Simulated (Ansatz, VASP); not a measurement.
## Two plane-wave programs on AlN

```xyz
2
Lattice="0.0000 2.1566 2.1566 2.1566 0.0000 2.1566 2.1566 2.1566 0.0000" Properties=species:S:1:pos:R:3 pbc="T T T"
Al    0.0000    0.0000    0.0000
N     3.2349    3.2349    3.2349
```

Alike in both runs: task single point; functional LDA; k mesh 10 × 10 × 10; no spin polarisation.

|  | VASP | Ansatz |
| --- | --- | --- |
| version | VASP 6.6.1 | Ansatz 0.2.0 |
| potentials or method | VASP PAW LDA potentials, release 64 (Al, N) | scalar-relativistic, plane waves, PAW |
| plane-wave cutoff (eV) | 520 | 420 |
| occupations | gaussian, width 0.01 eV | fixed |
| valence electrons in the cell | 8 | 8 |

```tsv
	VASP	Ansatz	Ansatz less VASP
gap on the k mesh at the Fermi level (eV)	3.24	3.26	+0.022
least direct gap on the mesh (eV)	4.58	4.57	-0.007
pressure (GPa)	5.1	4.4	-0.71
```

A k mesh can miss the band edges.
